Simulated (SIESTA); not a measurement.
**Worked example: self-consistent single point of LiI (Fm-3m, 2 atoms in the cell) in SIESTA**

Method of the run: GGA PBE, numerical atomic orbitals DZP, PseudoDojo PBE standard norm-conserving potentials (rewritten from UPF to PSML) in SIESTA 5.4.2.

This input was run:

```
# files in the folder: Li.psml I.psml (PseudoDojo PBE standard)
SystemName  LiI
SystemLabel LiI

NumberOfAtoms                2
NumberOfSpecies              2
%block ChemicalSpeciesLabel
  1 3 Li
  2 53 I
%endblock ChemicalSpeciesLabel
LatticeConstant              1.0 Bohr
%block LatticeVectors
     0.000000000    5.716516013    5.716516013
     5.716516013    0.000000000    5.716516013
     5.716516013    5.716516013    0.000000000
%endblock LatticeVectors
AtomicCoordinatesFormat      Fractional
%block AtomicCoordinatesAndAtomicSpecies
     0.000000000    0.000000000    0.000000000  1
     0.500000000    0.500000000    0.500000000  2
%endblock AtomicCoordinatesAndAtomicSpecies

XC.functional                GGA
XC.authors                   PBE
PAO.BasisSize                DZP
PAO.EnergyShift              0.01 Ry
PAO.Polarization.NonPerturbative true
MeshCutoff                   400 Ry
%block kgrid.MonkhorstPack
    7   0   0  0.0
    0   7   0  0.0
    0   0   7  0.0
%endblock kgrid.MonkhorstPack
OccupationFunction           FD
ElectronicTemperature        580.23 K

MaxSCFIterations             150
SCF.Mixer.Method             Pulay
SCF.Mixer.Weight             0.1
SCF.Mixer.History            8
SCF.DM.Tolerance             1.0E-04
Diag.ParallelOverK           true
WriteForces                  true
Charge.Mulliken              end
```

Output, abridged:

```
reinit: Reading from file input.fdf

reinit: System Name: LiI
reinit: System Label: LiI

coor:   Atomic-coordinates input format  =     Fractional

siesta: Atomic coordinates (Bohr) and species
siesta:      0.00000   0.00000   0.00000  1        1
siesta:      5.71652   5.71652   5.71652  2        2

siesta: System type = bulk

initatomlists: Number of atoms, orbitals, and projectors:      2    19    40

siesta: ******************** Simulation parameters ****************************
redata: Spin configuration                          = none
redata: Time-Reversal Symmetry                      = T
redata: Number of Atomic Species                    =        2
redata: Mesh Cutoff                                 =   400.0000 Ry
redata: Net charge of the system                    =     0.0000 |e|
redata: Min. number of SCF Iter                     =        0
redata: Max. number of SCF Iter                     =      150
redata: SCF convergence failure will abort job
redata: SCF mix quantity                            = Hamiltonian
redata: Mix DM or H after convergence               =   F
redata: Recompute H after scf cycle                 =   F
redata: Mix DM in first SCF step                    =   T
redata: No kicks to SCF
redata: DM Mixing Weight for Kicks                  =     0.5000
redata: Require Harris convergence for SCF          =   F
redata: Harris energy tolerance for SCF             =     0.000100 eV
redata: Require DM convergence for SCF              =   T
redata: DM tolerance for SCF                        =     0.000100
redata: Require EDM convergence for SCF             =   F
redata: EDM tolerance for SCF                       =     0.001000 eV
redata: Require H convergence for SCF               =   T
redata: Hamiltonian tolerance for SCF               =     0.001000 eV
redata: Require (free) Energy convergence for SCF   =   F
redata: (free) Energy tolerance for SCF             =     0.000100 eV
redata: Using DFT-D3 dispersion                     =   F
redata: Using Saved Data (generic)                  =   F
redata: Method of Calculation                       = Diagonalization
redata: Electronic Temperature                      =   580.2300 K
redata: Number of TDED substeps                     =        3
redata: Dynamics option                             = Single-point calculation
redata: Save all siesta data in one NC              =   F
redata: ***********************************************************************

%block SCF.Mixers
  Pulay
%endblock SCF.Mixers

%block SCF.Mixer.Pulay
  # Mixing method
  method pulay
  variant stable

  # Mixing options
  weight 0.1000
  weight.linear 0.1000
  history 8
%endblock SCF.Mixer.Pulay

DM_history_depth set to one: no extrapolation allowed by default for geometry relaxation
Size of DM history Fstack: 1
Total number of electrons:    10.000000
Total ionic charge:    10.000000

* ProcessorY, Blocksize:    1  20

* Orbital distribution balance (max,min):    19    19

 Kpoints in:          196 . Kpoints trimmed:          172

siesta: k-grid: Number of k-points = 172
siesta: k-points from Monkhorst-Pack grid
siesta: k-cutoff (effective) =    14.973 Ang
siesta: k-point supercell and displacements
siesta: k-grid:     7     0     0      0.000
siesta: k-grid:     0     7     0      0.000
siesta: k-grid:     0     0     7      0.000

diag: Algorithm                                     = D&C
diag: Parallel over k                               =   F
diag: Use parallel 2D distribution                  =   F
diag: Parallel block-size                           = 20
diag: Parallel distribution                         =     1 x     1
diag: Used triangular part                          = Lower
diag: Absolute tolerance                            =  0.100E-15
diag: Orthogonalization factor                      =  0.100E-05
diag: Memory factor                                 =  1.0000

superc: Internal auxiliary supercell:     7 x     7 x     7  =     343
superc: Number of atoms, orbitals, and projectors:    686   6517  13720

                        Single-point calculation

superc: Internal auxiliary supercell:     7 x     7 x     7  =     343
superc: Number of atoms, orbitals, and projectors:    686   6517  13720

outcell: Unit cell vectors (Ang):
        0.000000    3.025050    3.025050
        3.025050    0.000000    3.025050
        3.025050    3.025050    0.000000

outcell: Cell vector modules (Ang)   :    4.278067    4.278067    4.278067
outcell: Cell angles (23,13,12) (deg):     60.0000     60.0000     60.0000
outcell: Cell volume (Ang**3)        :     55.3640
new_DM -- step:     1
Initializing Density Matrix...

Attempting to read DM from file... Failed...
DM filled with atomic data:

InitMesh: MESH = 48 x 48 x 48 = 110592
InitMesh: Mesh cutoff (required, used) =   400.000   521.892 Ry

stepf: Fermi-Dirac step function

        iscf     Eharris(eV)        E_KS(eV)     FreeEng(eV)     dDmax    Ef(eV) dHmax(eV)
   scf:    1     -550.125303     -549.266909     -549.266909  0.601147 -3.010856  0.910205
   scf:    2     -549.291493     -549.279443     -549.279443  0.011610 -3.028649  0.750779
   scf:    3     -549.324077     -549.306880     -549.306880  0.051060 -3.124728  0.177772
   scf:    4     -549.306953     -549.306948     -549.306948  0.008775 -3.228234  0.030809
   scf:    5     -549.306991     -549.306979     -549.306979  0.002715 -3.240768  0.004158
   scf:    6     -549.306980     -549.306980     -549.306980  0.000442 -3.239363  0.000049
mix: Pulay -- inversion failed, > SVD [rank/size] 3 / 5
   scf:    7     -549.306980     -549.306980     -549.306980  0.000004 -3.239388  0.000007

SCF Convergence by DM+H criterion
max |DM_out - DM_in|         :     0.0000044942
max |H_out - H_in|      (eV) :     0.0000072506
SCF cycle converged after 7 iterations

Using DM_out to compute the final energy and forces

siesta: E_KS(eV) =             -549.3070

siesta: E_KS - E_eggbox =      -549.3070

siesta: Atomic forces (eV/Ang):
     1   -0.000000    0.000000    0.000000
     2    0.000000   -0.000000   -0.000000
   Tot   -0.000000    0.000000    0.000000
   Max    0.000000
   Res    0.000000    sqrt( Sum f_i^2 / 3N )
   Max    0.000000    constrained

Stress tensor Voigt[x,y,z,yz,xz,xy] (kbar):        3.34        3.34        3.34       -0.05       -0.05       -0.05
(Free)E + p*V (eV/cell)     -549.4224
Target enthalpy (eV/cell)     -549.3070

siesta: Program's energy decomposition (eV):
siesta: Ebs     =      -183.655537
siesta: Eions   =       732.030763
siesta: Ena     =       177.671260
siesta: Ekin    =       226.975277
siesta: Enl     =       -71.791468
siesta: Eso     =         0.000000
siesta: Edftu   =         0.000000
siesta: DEna    =         4.343240
siesta: DUscf   =         0.049081
siesta: DUext   =         0.000000
siesta: Ex      =      -141.356544
siesta: Ec      =       -13.167064
siesta: Exc     =      -154.523608
siesta: Eharris =      -549.306980
siesta: Etot    =      -549.306980
siesta: FreeEng =      -549.306980

siesta: Stress tensor (static) (eV/Ang**3):
siesta:     0.002084   -0.000028   -0.000028
siesta:    -0.000028    0.002084   -0.000028
siesta:    -0.000028   -0.000028    0.002084

siesta: Cell volume =         55.364026 Ang**3

siesta: Pressure (static):
siesta:                Solid            Molecule  Units
siesta:          -0.00002270         -0.00002270  Ry/Bohr**3
siesta:          -0.00208393         -0.00208393  eV/Ang**3
siesta:          -3.33882062         -3.33882062  kBar

mulliken: Atomic and Orbital Populations:

Species: Li
Atom  Qatom  Qorb
               1s      2s      2s      2py     2pz     2px
   1  3.404   2.005   0.638  -0.103   0.288   0.288   0.288

Species: I
Atom  Qatom  Qorb
               5s      5s      5py     5pz     5px     5py     5pz     5px
               5dxy    5dyz    5dz2    5dxz    5dx2-y2
   2  6.596   1.630   0.126   1.406   1.406   1.406   0.195   0.195   0.195
              0.009   0.009   0.005   0.009   0.005

mulliken: Qtot =       10.000

Mulliken Atomic Populations:
Atom #   charge [q] valence [e]  Species
     1    -0.404203    3.404203  Li
     2     0.404203    6.595797  I
 Total     0.000000
```

The run converged in 7 iterations.

The starting cell has typed, rounded lattice constants, without a prior relaxation at this level. Its lattice was rescaled by up to half a per cent. Values carry the incompleteness of an atom-centred basis.
